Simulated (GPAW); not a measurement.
The system is Ti.

```
Ti
1.0
    -1.64100    1.64100    1.64100
     1.64100   -1.64100    1.64100
     1.64100    1.64100   -1.64100
Ti
1
Direct
  0.00000 0.00000 0.00000
```

This isn't the form of Ti at room conditions, which is hcp.

Base run:

```yaml
Program: GPAW 26.7.0
Functional: BP86
Potentials_or_basis: PAW data sets generated in the run's folder for this functional
Cutoff: 600 eV
Basis: pw
k_mesh: 11 × 11 × 11
Occupations: fermi-dirac, width 0.05 eV
Spin: no spin polarisation
```

Its results: pressure -3.9 GPa.

Problem. The run is repeated on the same cell with these changes: functional from BP86 to LDA. What comes out?

Solution. Pressure -11.4 GPa.
